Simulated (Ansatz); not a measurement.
PbS (Galena):

```
Pb S
1.0
     0.00000    2.96575    2.96575
     2.96575    0.00000    2.96575
     2.96575    2.96575    0.00000
Pb S
1 1
Direct
  0.00000 0.00000 0.00000
  0.50000 0.50000 0.50000
```

Base run:

```yaml
Program: Ansatz 0.2.0
Functional: PBE
Potentials_or_basis: Ansatz PAW
Cutoff: "420 eV (not typed: the program's choice for these potentials)"
k_mesh: 8 × 8 × 8
Occupations: fermi-dirac, width 0.05 eV
Spin: no spin polarisation
```

Its results: band gap on the k mesh 0.36 eV, direct; pressure 2.2 GPa.

Question: The run is repeated on the same cell with these changes: cutoff from 420 eV (not typed: the program's choice for these potentials) to 250 eV. What comes out?

Answer: Band gap on the k mesh 0.42 eV, direct; pressure 2.0 GPa.

Caveats: spin-orbit coupling is left out, which as a rule narrows the gap of such compounds by several tenths of an eV; the pressure holds a Pulay correction of +15.1 GPa for the finite cutoff (some runs); the cutoff lies under the one recommended for these potentials (some runs).
